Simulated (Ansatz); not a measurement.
Relaxing InSb

Method: Ansatz 0.2.0, DFT PBE, scalar-relativistic, plane waves, PAW. Cutoff 420 eV, Γ-centred k mesh, Gaussian smearing, no spin polarisation in the final step.

The start is a database structure of InSb, space group Cmcm (No. 63).

```yaml
crystal:
  lattice:
    - [3.03914, -3.17860, 0.00000]
    - [3.03914, 3.17860, 0.00000]
    - [0.00000, 0.00000, 18.01655]
  atoms:
    - { symbol: In, position: [0.07967, 0.92033, 0.25000] }
    - { symbol: In, position: [0.92033, 0.07967, 0.75000] }
    - { symbol: In, position: [0.41384, 0.58616, 0.41023] }
    - { symbol: In, position: [0.58616, 0.41384, 0.91023] }
    - { symbol: In, position: [0.58616, 0.41384, 0.58977] }
    - { symbol: In, position: [0.41384, 0.58616, 0.08977] }
    - { symbol: Sb, position: [0.57724, 0.42276, 0.25000] }
    - { symbol: Sb, position: [0.42276, 0.57724, 0.75000] }
    - { symbol: Sb, position: [0.91876, 0.08124, 0.42393] }
    - { symbol: Sb, position: [0.08124, 0.91876, 0.92393] }
    - { symbol: Sb, position: [0.08124, 0.91876, 0.57607] }
    - { symbol: Sb, position: [0.91876, 0.08124, 0.07607] }
```

Steps on the 8×8×2 mesh (12 atoms). 4 of 7 steps are shown, and the free energy counts from the last. Trial steps that were taken back and renewals of the plane-wave basis can be among the rows.

| step | ΔF (meV/atom) | V (Å³/atom) | P (GPa) | largest force component (eV/Å) |
| --- | --- | --- | --- | --- |
| 1 | 2.9 | 29.01 | -0.04 | 0.055 |
| 2 | 1.1 | 29.01 | 0.10 | 0.032 |
| 3 | 0.4 | 29.28 | -0.09 | 0.030 |
| 7 | 0.0 | 29.33 | 0.02 | 0.006 |

A final relaxation ran on a 8×8×2 mesh. The relaxed crystal, Cmcm (No. 63):

```
In Sb
1.0
     3.05096   -3.12687    0.00000
     3.05096    3.12687    0.00000
     0.00000    0.00000   18.44493
In Sb
6 6
Direct
  0.06955 0.93045 0.25000
  0.93045 0.06955 0.75000
  0.43079 0.56921 0.40899
  0.56921 0.43079 0.90899
  0.56921 0.43079 0.59101
  0.43079 0.56921 0.09101
  0.56628 0.43372 0.25000
  0.43372 0.56628 0.75000
  0.93187 0.06813 0.42469
  0.06813 0.93187 0.92469
  0.06813 0.93187 0.57531
  0.93187 0.06813 0.07531
```

* Volume per atom: 29.33 Å³
* Density: 6.70 g/cm³
* Energy over the elements: -0.01 eV/atom
* Gap on the 8×8×2 mesh: 0 eV (a metal)

The zero of energy is the elements' standard structures at the same level; no fitted shifts are applied.

The final run used a 8×8×2 mesh on its 12-atom cell and 0.10 eV smearing. For metals, differences of a few meV/atom aren't resolved. Spin–orbit coupling is left out.

A structure relaxed within its symmetry needn't be a true minimum.

Cost: 2 runs of about 5.8 core-minutes in all, on Intel Xeon 6975P-C (Granite Rapids) (shared hosts).